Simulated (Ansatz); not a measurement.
**Zn under changes of volume**

One of the cells (15.451 Å³/atom); the others are scaled copies at fixed shape and fractional positions:

```
Zn
1.0
    -1.56904    1.56904    1.56904
     1.56904   -1.56904    1.56904
     1.56904    1.56904   -1.56904
Zn
1
Direct
  0.00000 0.00000 0.00000
```

This isn't the form of Zn at room conditions, which is hcp.

| Quantity | Value |
| --- | --- |
| Program | Ansatz 0.2.0 |
| Functional | LDA |
| Potentials or basis | Ansatz PAW |
| Cutoff | 420 eV (not typed: the program's choice for these potentials) |
| k mesh | 12 × 12 × 12 |
| Occupations | fermi-dirac, width 0.05 eV |
| Spin | no spin polarisation |

```csv
volume (Å³/atom),energy over the lowest point (meV/atom),pressure (GPa)
14.524,0.00,-5.0
14.833,10.70,-6.2
15.142,23.62,-7.3
15.451,38.57,-8.3
15.760,?,?
16.069,73.44,-9.8
16.378,92.80,-10.4
```

Q: What does the run at 15.760 Å³/atom give?

A: Energy over the lowest point 55.28 meV/atom; pressure -9.1 GPa.

Worked out: A Birch-Murnaghan fit of order 3 (a polynomial in V^(-2/3)) to the other rows has no minimum within the range. It gives 55.27 meV/atom at 15.760 Å³/atom, against the run's 55.28, and -dE/dV = -9.0 GPa, against -9.1.

Energies are extrapolated to zero smearing.

Caveats: the PAW data sets come from PBE, with cores solved anew for the run's functional, which leaves a small shift of forces and pressure.
